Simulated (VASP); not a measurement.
# MoS2 (P6_3/mmc) in VASP: dielectric tensor with PBE

Aim: the dielectric tensor of MoS2 with PBE.

All numbers are computed with VASP 6.6.1; they aren't measurements. Logs are shortened: lines on timing, memory, paths and dates and some standing lists are left out, and cuts for length are marked.

## Step 1: The undisturbed crystal

The structure is hexagonal, space group P6_3/mmc (No. 194). The conventional cell has a = 3.169 Å, b = 3.169 Å, c = 12.324 Å, α = 90.00°, β = 90.00°, γ = 120.00°. Mo (site symmetry -6m2) has 6 S at 2.41 Å as nearest neighbours. S (site symmetry 3m) is surrounded by 3 Mo at 2.41 Å.

## Step 2: Dielectric tensor, PBE (dfpt-pbecell)

File INCAR:

```
SYSTEM = MoS2
ALGO = Fast
EDIFF = 1E-8
ENCUT = 520
GGA = PE
ISIF = 2
ISMEAR = 0
LASPH = .True.
LCHARG = .False.
LEPSILON = .True.
LREAL = .False.
LWAVE = .False.
NELM = 100
PREC = Accurate
SIGMA = 0.01
```

File KPOINTS:

```
k-points
0
Gamma
  12 12 3
  0 0 0
```

File POSCAR:

```
MoS2
1.0
    3.1853257155      0.0000000000      0.0000000000
   -1.5926628577      2.7585729889      0.0000000000
    0.0000000000      0.0000000000     14.7640655778
Mo S
2 4
Direct
    0.3333333333      0.6666666667      0.2500000000
    0.6666666667      0.3333333333      0.7500000000
    0.3333333333      0.6666666667      0.6441640995
    0.6666666667      0.3333333333      0.1441640995
    0.3333333333      0.6666666667      0.8558359005
    0.6666666667      0.3333333333      0.3558359005
```

Potentials or basis: VASP PAW PBE potentials, release 64 (Mo_sv, S).

Launch:

```bash
cat potpaw_PBE.64/Mo_sv/POTCAR potpaw_PBE.64/S/POTCAR > POTCAR
mpirun -np 1 vasp_std > vasp.out
```

OUTCAR:

```text
SYSTEM = MoS2
   EDIFF = 1E-8
   ENCUT = 520
   GGA = PE
   ISIF = 2
   ISMEAR = 0
   LASPH = .True.
   LEPSILON = .True.
   LREAL = .False.
   NELM = 100
   PREC = Accurate

 ion  position               nearest neighbor table
   1  0.333  0.667  0.250-   4 2.41   6 2.41   4 2.41   6 2.41   4 2.41   6 2.41
   2  0.667  0.333  0.750-   3 2.41   5 2.41   3 2.41   5 2.41   3 2.41   5 2.41
   3  0.333  0.667  0.644-   2 2.41   2 2.41   2 2.41
   4  0.667  0.333  0.144-   1 2.41   1 2.41   1 2.41
   5  0.333  0.667  0.856-   2 2.41   2 2.41   2 2.41
   6  0.667  0.333  0.356-   1 2.41   1 2.41   1 2.41

  LATTYP: Found a hexagonal cell.
 ALAT       =     3.1853257155
 C/A-ratio  =     4.6350253935

  Lattice vectors:

 A1 = (   3.1853257155,   0.0000000000,   0.0000000000)
 A2 = (  -1.5926628577,   2.7585729889,   0.0000000000)
 A3 = (   0.0000000000,   0.0000000000,  14.7640655778)

Analysis of symmetry for initial positions (statically):
=====================================================================
 Subroutine PRICEL returns:
 Original cell was already a primitive cell.

 Routine SETGRP: Setting up the symmetry group for a
 hexagonal supercell.

 Subroutine GETGRP returns: Found 24 space group operations
 (whereof 12 operations were pure point group operations)
 out of a pool of 24 trial point group operations.

The static configuration has the point symmetry D_3d.
 The point group associated with its full space group is D_6h.

Analysis of symmetry for dynamics (positions and initial velocities):
=====================================================================
 Subroutine PRICEL returns:
 Original cell was already a primitive cell.

 Routine SETGRP: Setting up the symmetry group for a
 hexagonal supercell.

 Subroutine GETGRP returns: Found 24 space group operations
 (whereof 12 operations were pure point group operations)
 out of a pool of 24 trial point group operations.

The dynamic configuration has the point symmetry D_3d.
 The point group associated with its full space group is D_6h.

 Subroutine INISYM returns: Found 24 space group operations
 (whereof 12 operations are pure point group operations),
 and found     1 'primitive' translations

----------------------------------------------------------------------------------------

                                     Primitive cell

  volume of cell :     129.7312

  direct lattice vectors                    reciprocal lattice vectors
     3.185325715  0.000000000  0.000000000     0.313939637  0.181253134  0.000000000
    -1.592662858  2.758572989  0.000000000     0.000000000  0.362506268  0.000000000
     0.000000000  0.000000000 14.764065578     0.000000000  0.000000000  0.067732021

  length of vectors
     3.185325715  3.185325715 14.764065578     0.362506268  0.362506268  0.067732021

  position of ions in fractional coordinates (direct lattice)
     0.333333333  0.666666667  0.250000000
     0.666666667  0.333333333  0.750000000
     0.333333333  0.666666667  0.644164100
     0.666666667  0.333333333  0.144164100
     0.333333333  0.666666667  0.855835900
     0.666666667  0.333333333  0.355835900

  ion indices of the primitive-cell ions
   primitive index   ion index
                 1           1
                 2           2
                 3           3
                 4           4
                 5           5
                 6           6

----------------------------------------------------------------------------------------

 KPOINTS: k-points

Automatic generation of k-mesh.
 Grid dimensions read from file:
 generate k-points for:   12   12    3
[... 102 lines left out ...]
   NGX = 11   NGY = 11   NGZ = 55

--------------------------------------- Ionic step        1  -------------------------------------------

 number of electron      51.9999999 magnetization

 E-fermi :   4.9301     XC(G=0):  -9.4608

 val. band max:        4.8221579049   @ k =   0.0000   0.0000   0.0000
 cond. band min:       6.2752418361   @ k =   0.3333   0.3333   0.0000
 fundamental gap:      1.4530839312
 Fermi energy:         4.9301428128

 k-point     1 :       0.0000    0.0000    0.0000
  band No.  band energies     occupation
      1     -56.2573      2.00000
      2     -56.2573      2.00000
      3     -30.3947      2.00000
      4     -30.3947      2.00000
      5     -30.1932      2.00000
      6     -30.1932      2.00000
[... 805 lines left out ...]
     30       7.0091      0.00000
     31       7.9547      0.00000

 [... further k-points ...]

  FORCE on cell =-STRESS in cart. coord.  units (eV):
  Direction    XX          YY          ZZ          XY          YZ          ZX
  --------------------------------------------------------------------------------------
  -------------------------------------------------------------------------------------
  Total       -0.0894212     -0.0894212     -0.1179551     -0.0000000      0.0000000      0.0000000
  in kB       -1.1043495     -1.1043495     -1.4567427     -0.0000000      0.0000000      0.0000000
  external PRESSURE =      -1.2218139 kB  Pullay stress =       0.0000000 kB

 VOLUME and BASIS-vectors are now :
 -----------------------------------------------------------------------------
  energy-cutoff  :      520.00
  volume of cell :      129.73
      direct lattice vectors                 reciprocal lattice vectors
     3.185325715  0.000000000  0.000000000     0.313939637  0.181253134  0.000000000
    -1.592662858  2.758572989  0.000000000     0.000000000  0.362506268  0.000000000
     0.000000000  0.000000000 14.764065578     0.000000000  0.000000000  0.067732021

 POSITION                                       TOTAL-FORCE (eV/Angst)
 -----------------------------------------------------------------------------------
     -0.00000      1.83905      3.69102        -0.000000     -0.000000      0.000000
      1.59266      0.91952     11.07305         0.000000      0.000000      0.000000
     -0.00000      1.83905      9.51048         0.000000      0.000000      0.012331
      1.59266      0.91952      2.12845        -0.000000      0.000000      0.012331
     -0.00000      1.83905     12.63562         0.000000     -0.000000     -0.012331
      1.59266      0.91952      5.25358        -0.000000     -0.000000     -0.012331
 -----------------------------------------------------------------------------------
    total drift:                               -0.000000      0.000000     -0.000000

  FREE ENERGIE OF THE ION-ELECTRON SYSTEM (eV)
  ---------------------------------------------------
  free  energy   TOTEN  =       -43.7154428217 eV

  energy  without entropy=      -43.7154428217  energy(sigma->0) =      -43.71544282

 HEAD OF MICROSCOPIC STATIC DIELECTRIC TENSOR (INDEPENDENT PARTICLE, excluding Hartree and local field effects)
 ------------------------------------------------------
          13.474991     0.000000     0.000000
           0.000000    13.474991     0.000000
           0.000000    -0.000000     7.286185
 ------------------------------------------------------

 Free energy of the ion-electron system (eV)
  ---------------------------------------------------
  ---------------------------------------------------
  free energy    TOTEN  =        -4.54984441 eV

  energy without entropy =       -4.54984441

------------------------ aborting loop because EDIFF is reached ----------------------------------------

--------------------------------------- Ionic step        2  -------------------------------------------

------------------------ aborting loop because EDIFF is reached ----------------------------------------

--------------------------------------- Ionic step        3  -------------------------------------------

 Free energy of the ion-electron system (eV)
  ---------------------------------------------------
  ---------------------------------------------------
  free energy    TOTEN  =        -0.90960616 eV

  energy without entropy =       -0.90960616

------------------------ aborting loop because EDIFF is reached ----------------------------------------

 PIEZOELECTRIC TENSOR FIELD DIRECTION 3  (e Angst)
 -----------------------------------------------------------------------------
    -0.00042  0.00000  0.00000           (  0.00000  0.00000  0.00000)
    -0.00000 -0.00042 -0.00000           (  0.00000  0.00000 -0.00000)
     0.00000 -0.00000 -0.00091           (  0.00000 -0.00000  0.00000)

 PIEZOELECTRIC TENSOR FIELD DIRECTION 3  (C/m^2)
 -----------------------------------------------------------------------------
    -0.00005  0.00000  0.00000
    -0.00000 -0.00005 -0.00000
     0.00000 -0.00000 -0.00011

 MACROSCOPIC STATIC DIELECTRIC TENSOR (including local field effects in DFT)
 ------------------------------------------------------
          12.801622     0.000000    -0.000000
           0.000000    12.801622     0.000000
           0.000000     0.000000     3.324847
 ------------------------------------------------------

 PIEZOELECTRIC TENSOR (including local field effects)  for field in x, y, z        (e  Angst)
          XX          YY          ZZ          XY          YZ          ZX
  --------------------------------------------------------------------------------
  x     0.00000     0.00000     0.00000     0.00000     0.00000     0.00000
  y     0.00000     0.00000     0.00000     0.00000     0.00000     0.00000
  z     0.00000     0.00000     0.00000     0.00000     0.00000     0.00000

 PIEZOELECTRIC TENSOR (including local field effects)  for field in x, y, z        (C/m^2)
          XX          YY          ZZ          XY          YZ          ZX
  --------------------------------------------------------------------------------
  x     0.00000     0.00000     0.00000     0.00000     0.00000     0.00000
  y     0.00000     0.00000     0.00000     0.00000     0.00000     0.00000
  z     0.00000     0.00000     0.00000     0.00000     0.00000     0.00000

 BORN EFFECTIVE CHARGES (including local field effects) (in |e|, cummulative output)
 ---------------------------------------------------------------------------------
 ion    1
    1    -0.96837    -0.00000     0.00000
    2    -0.00000    -0.96837     0.00000
    3    -0.00000     0.00000    -0.23387
 ion    2
    1    -0.96837    -0.00000     0.00000
    2    -0.00000    -0.96837     0.00000
    3    -0.00000     0.00000    -0.23387
 ion    3
    1     0.48419     0.00000    -0.00000
    2     0.00000     0.48419     0.00000
    3    -0.00000    -0.00000     0.11693
 ion    4
    1     0.48419     0.00000     0.00000
    2     0.00000     0.48419     0.00000
    3     0.00000     0.00000     0.11693
 ion    5
    1     0.48419     0.00000     0.00000
    2     0.00000     0.48419     0.00000
    3     0.00000     0.00000     0.11693
 ion    6
    1     0.48419     0.00000    -0.00000
    2     0.00000     0.48419     0.00000
    3     0.00000    -0.00000     0.11693
```

Run time: 26 min. Hardware: 1 thread of AMD EPYC 9R45 (Zen 5), shared host; peak memory 0.8 GiB.

What came out:

- Band gap on the k mesh: 1.45 eV, indirect (least direct gap 1.67 eV)
- Electronic dielectric tensor (diagonal): 12.80, 12.80, 3.32
- Born charges (mean of the diagonal): Mo -0.72; S +0.36 e

Levels at points of the mesh, in eV from the valence-band top:
| k point | band 23 | band 24 | band 25 | band 26 | band 27 | band 28 | band 29 | band 30 |
| --- | --- | --- | --- | --- | --- | --- | --- | --- |
| (0.00, 0.00, 0.00) | -1.71 | -1.67 | -0.40 | 0.00 | 2.54 | 2.54 | 2.55 | 2.55 |
| (0.50, 0.00, 0.00) | -1.19 | -1.18 | -0.84 | -0.84 | 2.03 | 2.03 | 2.51 | 2.57 |

Electronic dielectric tensor:
```
12.80  0.00  0.00
 0.00 12.80  0.00
 0.00  0.00  3.32
```

Born effective charge tensors (e):
atom 1, Mo
```
-0.97  0.00  0.00
 0.00 -0.97  0.00
 0.00  0.00 -0.23
```
atom 2, Mo
```
-0.97  0.00  0.00
 0.00 -0.97  0.00
 0.00  0.00 -0.23
```
atom 3, S
```
0.48 0.00 0.00
0.00 0.48 0.00
0.00 0.00 0.12
```
atom 4, S
```
0.48 0.00 0.00
0.00 0.48 0.00
0.00 0.00 0.12
```
atom 5, S
```
0.48 0.00 0.00
0.00 0.48 0.00
0.00 0.00 0.12
```
atom 6, S
```
0.48 0.00 0.00
0.00 0.48 0.00
0.00 0.00 0.12
```

Caveat: an odd mesh through Γ misses points on the zone boundary, where band edges often lie; this functional lacks dispersion, which binds the layers, so the pressure and a relaxed spacing across them are unreliable.
